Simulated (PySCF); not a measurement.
Geometry:
```json
{"atom": "C1", "x (Å)": "1.320", "y (Å)": "0.534", "z (Å)": "-0.464"}
{"atom": "C2", "x (Å)": "1.225", "y (Å)": "-0.798", "z (Å)": "-0.402"}
{"atom": "C3", "x (Å)": "-0.112", "y (Å)": "-1.120", "z (Å)": "0.281"}
{"atom": "C4", "x (Å)": "-1.230", "y (Å)": "-0.634", "z (Å)": "-0.651"}
{"atom": "C5", "x (Å)": "-1.135", "y (Å)": "0.697", "z (Å)": "-0.714"}
{"atom": "C6", "x (Å)": "0.047", "y (Å)": "1.104", "z (Å)": "0.176"}
{"atom": "C7", "x (Å)": "-0.137", "y (Å)": "0.050", "z (Å)": "1.295"}
{"atom": "H8", "x (Å)": "2.105", "y (Å)": "1.131", "z (Å)": "-0.929"}
{"atom": "H9", "x (Å)": "1.915", "y (Å)": "-1.540", "z (Å)": "-0.805"}
{"atom": "H10", "x (Å)": "-0.219", "y (Å)": "-2.140", "z (Å)": "0.671"}
{"atom": "H11", "x (Å)": "-1.918", "y (Å)": "-1.285", "z (Å)": "-1.193"}
{"atom": "H12", "x (Å)": "-1.727", "y (Å)": "1.386", "z (Å)": "-1.318"}
{"atom": "H13", "x (Å)": "0.088", "y (Å)": "2.161", "z (Å)": "0.470"}
{"atom": "H14", "x (Å)": "-1.097", "y (Å)": "0.143", "z (Å)": "1.825"}
{"atom": "H15", "x (Å)": "0.701", "y (Å)": "0.023", "z (Å)": "2.008"}
```

PySCF 2.14 calculation with PBE0-D3(BJ)/def2-SVP geometry and shieldings: GIAO KT3/pcSseg-2; one averaged value for each set of equivalent atoms, a single conformation, non-relativistic, isolated molecule.

δ = σ(ref) − σ, references computed at the same level: TMS for $^{13}$C (σref 181.31) and $^{1}$H (σref 31.35).

| atoms | nucleus | count | δ (ppm) |
| --- | --- | --- | --- |
| C3/C6 | $^{13}$C | 2 | 55.6 |
| C1/C2/C4/C5 | $^{13}$C | 4 | ? |
| H10/H13 | $^{1}$H | 2 | 3.63 |
| H8/H9/H11/H12 | $^{1}$H | 4 | 6.94 |
| C7 | $^{13}$C | 1 | ? |
| H14/H15 | $^{1}$H | 2 | 2.23 |

**Question.** Estimate the values marked ?.

**Answer.** 
- C1/C2/C4/C5: 144.4 ppm, alkene CH; as expected for a trigonal carbon in a double bond
- C7: 81.6 ppm, sp3 CH2 in a ring

Shifts are as computed, not scaled to solution data. Of 1211 compounds with measured shifts, 218 miss one by over three times the rms of a fit or turn the order of signals round; such compounds aren't used in these exercises.
